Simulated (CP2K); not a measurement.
The system is Nb.

```
Nb
1.0
     2.88205    0.00000    0.00000
    -0.96068    2.71722    0.00000
    -0.96068   -1.35861    2.35318
Nb
1
Direct
  0.00000 0.00000 0.00000
```

Program: CP2K 2026.2. Alike in all runs: task band structure; potentials or basis POTENTIAL_UZH Nb GTH-PBE-q13; TZVP-MOLOPT-PBE-GTH basis; no spin polarisation; cell as given; k mesh 11 × 11 × 11; smearing fermi-dirac 0.05 eV.

**Question.** Order these runs on this cell by their pressure, lowest first.
A. level LDA
B. level RPBE
C. level PBEsol
D. level r2SCAN
E. level OLYP

**Answer.** A (-9.6 GPa), C (-6.4 GPa), E (-4.3 GPa), D (-2.2 GPa), B (1.5 GPa).

Caveats: the potentials were made for another functional, which shifts forces and pressure; the basis of atomic orbitals isn't converged, which shifts pressures, moduli and gaps.

Runs at the PBE level aren't shown here.
